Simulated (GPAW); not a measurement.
Runs of GPAW 26.7.0 on As. It takes space group R-3m (No. 166, trigonal). Conventional cell: a = 3.762 Å, b = 3.762 Å, c = 10.542 Å, α = 90.00°, β = 90.00°, γ = 120.00°. As (site symmetry 3m) has 3 As at 2.51 Å as nearest neighbours. 

```tsv
task	level	potentials or basis	cell	k mesh	cutoff (eV)	maxiter	band path	band points	optimizer	fmax	mesh quality	gap on the mesh (eV)	pressure (GPa)	relaxed volume (Å³/atom)	largest force (eV/Å)
band structure	LDA	PAW data sets generated in the run's folder for this functional, pw	as given	6 × 6 × 6	600	150	GLB1,BZGX,QFP1Z,LP	60	-	-	not flagged	-	(c)	-	0.21
relaxation of cell and atoms	r2SCAN	GPAW PAW data sets (gpaw-data 1.2.1), pw	relaxed	6 × 6 × 6	600	150	-	-	FIRE	0.05 eV/Å	not flagged	none	0.0	22.05	0.03
single point	HSE06	GPAW PAW data sets (gpaw-data 1.2.1), pw	as given	3 × 3 × 3	500	60	-	-	-	-	coarse	(b)	-	-	0.20
single point	PBE0	GPAW PAW data sets (gpaw-data 1.2.1), pw	as given	3 × 3 × 3	500	60	-	-	-	-	coarse	2.20	-	-	0.22
relaxation of cell and atoms	PBEsol+D3	PAW data sets generated in the run's folder for this functional, pw	relaxed	6 × 6 × 6	600	150	-	-	FIRE	0.02 eV/Å	not flagged	none	-0.1	(a)	0.01
```

Alike in all rows: no spin polarisation; smearing fermi-dirac 0.05 eV.

Fill in the values left out.

(a) 20.66; (b) 1.61; (c) -1.3.

Caveats: some runs use coarse meshes; the PAW data sets were made with another functional, which shifts forces and pressure a little (some runs); later steps reuse the first step's grids (some runs); exact exchange converges slowly with the k mesh, and this mesh is small (some runs); an odd mesh through Γ misses points on the zone boundary, where band edges often lie (some runs); pairwise dispersion overbinds metals, which lowers pressure and volume (some runs).

A k mesh can miss the band edges, and the runs leave out spin-orbit coupling on As.

A gap of «none» marks a metal or a gap under the smearing width.

Runs at the PBE level aren't shown here.
